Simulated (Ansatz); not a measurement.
# TaN: equation of state

The task here is to estimate one member of a computed series from the others.

Computed with Ansatz 0.2.0 (DFT LDA, scalar-relativistic, unless a step's input says otherwise).

## The starting structure

Symmetry: P6_3mc, No. 186, hexagonal system. The conventional cell has a = 3.050 Å, b = 3.050 Å, c = 4.940 Å, α = 90.00°, β = 90.00°, γ = 120.00°. Around Ta (site symmetry 3m) lie 4 N at 1.85 to 1.90 Å. N (site symmetry 3m) is surrounded by 4 Ta at 1.85 to 1.90 Å.

Coordinates:

```
Ta N
1.0
     3.05000    0.00000    0.00000
    -1.52500    2.64138    0.00000
     0.00000    0.00000    4.94000
Ta N
2 2
Direct
  0.33333 0.66667 0.00000
  0.66667 0.33333 0.50000
  0.33333 0.66667 0.38500
  0.66667 0.33333 0.88500
```

Atoms are numbered in the order of the input: Ta1, Ta2, N3, N4.

Set-up of the first run:

File input.yaml:

```yaml
crystal:
  lattice:
    - [3.0087798064, 0.0, 0.0]
    - [-1.5043899033, 2.6056797468, 0.0]
    - [0.0, 0.0, 4.8732350589]
  atoms:
    - { symbol: Ta, position: [0.3333333333, 0.6666666667, 0.0] }
    - { symbol: Ta, position: [0.6666666667, 0.3333333333, 0.5] }
    - { symbol: "N", position: [0.3333333333, 0.6666666667, 0.385] }
    - { symbol: "N", position: [0.6666666667, 0.3333333333, 0.885] }
kpoints:
  mp_grid: { grid: [9, 9, 5] }
  band_path:
    path:
      - [0.0, 0.0, 0.0]
      - [0.5, 0.0, 0.0]
      - [0.3333333333, 0.3333333333, 0.0]
      - [0.0, 0.0, 0.0]
      - [0.0, 0.0, 0.5]
      - [0.5, 0.0, 0.5]
      - [0.3333333333, 0.3333333333, 0.5]
      - [0.0, 0.0, 0.5]
      - [0.5, 0.0, 0.5]
    npoints: 5
scf:
  occupations: { method: fermi_dirac, width: 0.03 }
hamiltonian:
  xc: lda
  pseudopotentials: { kind: all_electron, lapw: { basis_error: 0.001 } }
output:
  forces: true
  stress: true
  eigenvalues: true
```

On the command line:

```sh
> ansatz run input.yaml --threads 1 --pin off --max-ram 4096MiB --backend cpu --events-out ev --progress --plain --runs-dir out
```

Among the steps run: Volume × 0.96, LAPW; Volume × 0.96, PAW; Volume × 0.96, crystal datasets; Volume × 0.99, LAPW; Volume × 0.99, PAW; Volume × 0.99, crystal datasets; Volume × 1.02, LAPW; Volume × 1.02, PAW; Volume × 1.02, crystal datasets; Volume × 1.06, LAPW; Volume × 1.06, PAW; Volume × 1.06, crystal datasets.

One table of the session follows, with a row left open; its other results are not shown here.

| method | volume (Å³/atom) | pressure (GPa) | largest force (eV/Å) |
| --- | --- | --- | --- |
| LAPW | 9.551 | 145.54 | 2.317 |
| LAPW | 9.850 | 122.82 | 2.236 |
| LAPW | 10.148 | 102.78 | 2.160 |
| LAPW | 10.546 | 79.71 | 2.066 |
| PAW | 9.551 | 148.39 | 2.343 |
| PAW | 9.850 | 125.19 | 2.259 |
| PAW | 10.148 | ? | ? |
| PAW | 10.546 | 81.27 | 2.083 |
| crystal datasets | 9.551 | 145.54 | 2.318 |
| crystal datasets | 9.850 | 122.82 | 2.236 |
| crystal datasets | 10.148 | 102.78 | 2.160 |
| crystal datasets | 10.546 | 79.71 | 2.066 |

Estimate the missing values for PAW, 10.148.

The run gave: pressure (GPa): 104.76; largest force (eV/Å): 2.180. In the column «pressure (GPa)» it lies between crystal datasets, 10.148 (102.78) and LAPW, 9.850 (122.82).

To keep in mind: Warnings in the runs' records: gradients without spin orbit, crystal datasets made.
